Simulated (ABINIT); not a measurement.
The system is MoS2.

```
Mo S
1.0
     1.58000    0.91221    6.15000
    -1.58000    0.91221    6.15000
     0.00000   -1.82443    6.15000
Mo S
1 2
Direct
  0.00000 0.00000 0.00000
  0.41700 0.41700 0.41700
  0.25000 0.25000 0.25000
```

Measurements of this composition are mostly on another form, of space group No. 194.

Base run:

- Program: ABINIT 10.8.3 (patched build)
- Functional: PBE
- Potentials or basis: SPMS NC PBE v1.0
- Cutoff: 599 eV
- k mesh: 8 × 8 × 8
- Occupations: fermi-dirac, width 0.05 eV
- Spin: no spin polarisation

Its results: band gap on the k mesh 1.03 eV, indirect (least direct gap 2.03 eV); pressure 5.3 GPa; largest force 0.533 eV/Å.

**Question.** After a change of settings the same cell gave: band gap on the k mesh 0.99 eV, indirect (least direct gap 2.03 eV); pressure 0.3 GPa; largest force 0.269 eV/Å. Which change was it?
A. potentials or basis from SPMS NC PBE v1.0 to SG15 NC PBE v1.2
B. potentials or basis from SPMS NC PBE v1.0 to PseudoDojo NC SR PBE v0.5 stringent; cutoff from 599 eV to 980 eV
C. functional from PBE to PBEsol; potentials or basis from SPMS NC PBE v1.0 to PseudoDojo NC SR PBEsol v0.4.1 standard; cutoff from 599 eV to 980 eV
D. functional from PBE to revPBE; potentials or basis from SPMS NC PBE v1.0 to PseudoDojo NC SR PBE v0.4 stringent; cutoff from 599 eV to 1088 eV

**Answer.** C.

Not every run made on this cell is shown here.
